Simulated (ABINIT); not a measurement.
Crystal: Zn.

```xyz
2
Lattice="2.6700 0.0000 0.0000 -1.3350 2.3123 0.0000 0.0000 0.0000 4.9660" Properties=species:S:1:pos:R:3 pbc="T T T"
Zn    1.3350    0.7708    3.7245
Zn    0.0000    1.5415    1.2415
```

Base run:

| Item | Value |
| --- | --- |
| Program | ABINIT 10.8.3 (patched build) |
| Functional | RPBE |
| Potentials or basis | JTH PAW PBE v2.0 |
| Cutoff | 707 eV |
| k mesh | 11 × 11 × 6 |
| Occupations | fermi-dirac, width 0.05 eV |
| Spin | no spin polarisation |

Its results: band gap on the k mesh none (metal or under the smearing width); pressure 2.4 GPa.

Task: After a change of settings the same cell gave: band gap on the k mesh none (metal or under the smearing width); pressure 5.2 GPa. Which change was it?
A. functional from RPBE to PBEsol; potentials or basis from JTH PAW PBE v2.0 to PseudoDojo NC SR PBEsol v0.4.1 standard; cutoff from 707 eV to 1143 eV; valence electrons from 24 to 40
B. functional from RPBE to WC
C. functional from RPBE to BLYP
D. functional from RPBE to revPBE

Result: C.

Caveats: the PAW data sets were made with another functional, which shifts forces and pressure a little.

Not every run made on this cell is shown here.
